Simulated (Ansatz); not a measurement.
Stress against strain in AlN

```yaml
crystal:
  lattice:
    - [3.11100, 0.00000, 0.00000]
    - [-1.55550, 2.69421, 0.00000]
    - [0.00000, 0.00000, 4.97800]
  atoms:
    - { symbol: Al, position: [0.33333, 0.66667, 0.00000] }
    - { symbol: Al, position: [0.66667, 0.33333, 0.50000] }
    - { symbol: N, position: [0.33333, 0.66667, 0.38500] }
    - { symbol: N, position: [0.66667, 0.33333, 0.88500] }
```

Atom numbers follow the list: Al1, Al2, N3, N4.

The cell is COD entry 9008860, as deposited and not checked against the literature; nothing was relaxed.

All numbers below come from DFT, PBE, all-electron LAPW, scalar-relativistic (Ansatz 0.2.0).

The runs use a Γ-centred 11×11×6 k mesh, Fermi–Dirac smearing of 0.02 eV, basis error target 1 meV/atom, no spin polarisation.

The strain is applied along the Cartesian axes of the cell as listed (the other components stay zero). Fractional coordinates are held (clamped ions).

σ is the change of stress from the unstrained cell, which is at 3.95 GPa; tension is positive, so slopes are stress–strain coefficients at that pressure.

Only quantities that a quadratic follows smoothly over the whole series are listed; rougher ones are left out.

```tsv
εzz	σzz (GPa)	σxx (GPa)
-0.0300	-14.67	-2.36
-0.0200	-9.40	-1.53
0.0000	0.00	0.00
0.0100	4.18	0.70
0.0200	8.04	1.36
0.0300	11.61	1.98
```

Task: Fit the series and read off the stiffness at zero strain.

Result: Least-squares fits y = p0 + p1 x + p2 x² to the rows give σzz (GPa): p1 = 437, p2 = -1700; σxx (GPa): p1 = 72.3, p2 = -210. So C33 = 437 GPa and C13 = 72 GPa, for these axes.

Task: One run, at εzz = -0.0100, is withheld. Predict its row.

Result: The fits give -4.55, -0.74; the run gave -4.52, -0.74.
